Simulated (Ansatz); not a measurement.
Ionic part of the dielectric constant of BN at 15 GPa, mode by mode

All numbers below come from Ansatz, DFT PBE+D3(BJ), scalar-relativistic, plane waves, PAW. Plane waves to 420 eV; Γ-centred k mesh 12×12×12; fixed occupations. No spin polarisation. Phonons by linear response, acoustic sum rule imposed.

The structure is trigonal, space group R3m (No. 160). Conventional cell: a = 2.478 Å, b = 2.478 Å, c = 8.208 Å, α = 90.00°, β = 90.00°, γ = 120.00°. Around B (site symmetry 3m) lie 3 N at 1.43 Å. N (site symmetry 3m) is surrounded by 3 B at 1.43 Å.

The primitive cell has V = 14.56 Å³ and ε∞,zz = 3.750. Each polar mode adds Δε = (4.92064×10⁷/V)·S/ν² along z, with S its oscillator strength in e²/amu, ν in cm⁻¹ and V in Å³.

**Question.** From these modes, find each Δε and ε0,zz.
| ν (cm⁻¹) | S_zz (e²/amu) |
| --- | --- |
| 671.5 | 0.2296 |

**Answer.**
```tsv
ν (cm⁻¹)	Δε
671.5	1.72
```

The sum is 1.721, so ε0,zz = 5.47; the run's tensor has 5.47.

**Question.** Where do the longitudinal modes lie for a wave vector along z?

**Answer.** At 811 cm⁻¹. The Lyddane–Sachs–Teller product Π(ν_LO/ν_TO)² = 1.46 matches ε0/ε∞ = 1.46.

This form isn't the usual stable structure of the compound at low pressure.

Cost: 1 run of about 0.58 core-minutes, on Arm Neoverse V2 (shared hosts).